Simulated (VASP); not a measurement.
Write the native input for VASP 6.6.1 that does the following.

| Property | Result |
| --- | --- |
| Task | single point |
| Functional | rev-vdW-DF2 |
| Potentials or basis | VASP PAW PBE potentials, release 64 (C) |
| Cutoff | 520 eV |
| k mesh | 16 × 16 × 4 |
| Occupations | fermi-dirac, width 0.05 eV |
| Spin | no spin polarisation |
| Further INCAR settings | ALGO = Normal; EDIFF = 1e-06 |

The structure of C lies in POSCAR:

```
C
1.0
    2.4610000000      0.0000000000      0.0000000000
   -1.2305000000      2.1312885187      0.0000000000
    0.0000000000      0.0000000000      9.3912000000
C
4
Direct
    0.0000000000      0.0000000000      0.2500000000
    0.3333333333      0.6666666667      0.2500000000
    0.0000000000      0.0000000000      0.7500000000
    0.6666666667      0.3333333333      0.7500000000
```

The cell was built by a generator and needn't be a form met in nature.

These files were run (other wordings do the same):

INCAR

```
AGGAC    = 0.0          
ALGO     = Normal         # electronic algorithm
EDIFF    = 1E-6           # SCF threshold, eV
ENCUT    = 520            # plane-wave cutoff, eV
GGA      = MK             # functional
ISIF     = 2              # what is computed and relaxed
ISMEAR   = -1             # smearing method
LASPH    = True           # aspherical terms in the spheres
LCHARG   = False          # write CHGCAR
LREAL    = False          # projectors in reciprocal space
LUSE_VDW = True         
LWAVE    = False          # write WAVECAR
NELM     = 60             # most SCF steps
PARAM1   = 0.1234       
PARAM2   = 0.711357     
PREC     = Accurate       # precision mode
SIGMA    = 0.05           # smearing width, eV
ZAB_VDW  = -1.8867
```

KPOINTS

```
k-points
0
Gamma
  16 16 4
```

Potentials or basis: VASP PAW PBE potentials, release 64 (C).

Launch:

```bash
$ cat potpaw_PBE.64/C/POTCAR > POTCAR
$ mpirun -np 1 vasp_std > vasp.out
```

Results of the run:

```
Pressure               : 0.7 GPa
Band gap on the k mesh : 1.16 eV, direct
```

Caveat: the PAW data sets were made with another functional, which shifts forces and pressure a little.

It took 47 s on 1 thread of Intel(R) Xeon(R) Platinum 8488C (Sapphire Rapids), with other jobs on the host, peak memory 0.34 GiB.
